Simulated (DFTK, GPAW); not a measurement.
Given: the input of a run of GPAW 26.7.0 (ASE script) on HfN. The cell comes from a database or a generator and needn't be the stable form of this composition.

The input run.py:

```python
from ase import Atoms
from ase.dft.bandgap import bandgap
from ase.io import write
from ase.units import Bohr, GPa
from gpaw import GPAW, PW, setup_paths
from gpaw.elf import elf_from_dft_calculation

setup_paths.insert(0, '.')

atoms = Atoms(['Hf', 'Hf', 'N', 'N'],
              cell=[[3.1339080219, 0.0, 0.0],
                    [-1.566954011, 2.7140439601, 0.0],
                    [0.0, 0.0, 5.41676772]],
              scaled_positions=[[0.3333333333, 0.6666666667, 0.25],
                                [0.6666666667, 0.3333333333, 0.75],
                                [0.0, 0.0, 0.5],
                                [0.0, 0.0, 0.0]],
              pbc=True)

calc = GPAW(mode=PW(800),
            xc='PBEsol',
            kpts={'size': (10, 10, 5), 'gamma': True},
            occupations={'name': 'fermi-dirac', 'width': 0.05},
            nbands=33,
            convergence={'density': 1e-05, 'energy': 1e-05},
            maxiter=150,
            txt='gpaw.txt')
atoms.calc = calc
energy = atoms.get_potential_energy()
forces = atoms.get_forces()
stress = atoms.get_stress()
calc.write('gs.gpw')
write('result.traj', atoms)
print(f'Energy: {energy:.6f} eV')
print('Forces (eV/A):')
print(forces.round(4))
print('Stress (GPa):', (stress / GPa).round(3))
print('Fermi level:', round(calc.get_fermi_level(), 4), 'eV')
print(f'Gap: {bandgap(calc)[0]:.4f} eV, direct: {bandgap(calc, direct=True)[0]:.4f} eV')

# fields on the real-space grid
write('density.cube', atoms, data=calc.get_pseudo_density() * Bohr**3)
write('potential.cube', atoms, data=calc.get_electrostatic_potential())
write('elf.cube', atoms, data=elf_from_dft_calculation(calc).data)
```

Potentials or basis: PAW data sets generated in the run's folder for this functional, pw.

Launch:

```sh
$ gpaw-setup -f PBEsol Hf N
$ OMP_NUM_THREADS=1 python run.py
```

Problem. Translate it to DFTK 0.8.2. Potentials or basis there: PseudoDojo SR PBEsol 0.4.1 standard (PBEsol), cutoff 1143 eV.

Solution. As run (cutoffs and basis follow the program's own potentials, and thresholds, step limits or extra output files can differ):

File run.jl:

```julia
using DFTK
using PseudoPotentialData
using Unitful, UnitfulAtomic
using LinearAlgebra, Printf
include("save.jl")
disable_threading()

# lattice vectors are the columns
lattice = austrip(1u"Å") * [  3.1339080219   -1.566954011            0.0;
                      0.0   2.7140439601            0.0;
                      0.0            0.0     5.41676772]
symbols   = [:Hf, :Hf, :N, :N]
positions = [[0.3333333333, 0.6666666667, 0.25],
             [0.6666666667, 0.3333333333, 0.75],
             [0.0, 0.0, 0.5],
             [0.0, 0.0, 0.0]]
pseudopotentials = PseudoFamily("dojo.nc.sr.pbesol.v0_4_1.standard.upf")
elements = Dict(s => ElementPsp(s, pseudopotentials) for s in unique(symbols))
atoms    = [elements[s] for s in symbols]

build_model(lattice, positions; symmetries=true) =
    model_DFT(lattice, atoms, positions;
              functionals=PBEsol(),
              temperature=austrip(0.05u"eV"),
              smearing=Smearing.FermiDirac(),
              symmetries)
Ecut  = 42.0  # hartree
kgrid = [10, 10, 5]
tol   = 1e-6
to_GPa = ustrip(uconvert(u"GPa", 1u"hartree/bohr^3"))

model = build_model(lattice, positions)
basis = PlaneWaveBasis(model; Ecut, kgrid)
display(basis)
scfres = self_consistent_field(basis;
                               tol,
                               nbandsalg=AdaptiveBands(model; n_bands_converge=22))
display(scfres.energies)
@printf "Fermi level: %.6f eV\n" ustrip(auconvert(u"eV", something(scfres.εF, NaN)))
forces = compute_forces_cart(scfres)
println("Forces (eV/Å)")
for (s, f) in zip(symbols, forces)
    @printf "%-3s %12.6f %12.6f %12.6f\n" s ustrip.(auconvert.(u"eV/Å", f))...
end
stress = compute_stresses_cart(scfres)
println("Stress (GPa)")
display(round.(stress * to_GPa; digits=4))
println("Levels at the first k-point (eV): ", round.(ustrip.(auconvert.(u"eV", scfres.eigenvalues[1][1:scfres.n_bands_converge])); digits=4))
save_scf!(scfres; forces, stress)
```

Potentials or basis: dojo.nc.sr.pbesol.v0_4_1.standard.upf (PBEsol).

Launch:

```bash
$ julia --threads=1 run.jl  # save.jl only writes the numbers to a file and isn't shown; printed stress counts tension as positive; times include loading and compiling
```

Both were run:

|  | GPAW | DFTK |
| --- | --- | --- |
| Pressure | -2.1 GPa | -3.3 GPa |

Pressure is positive in compression.
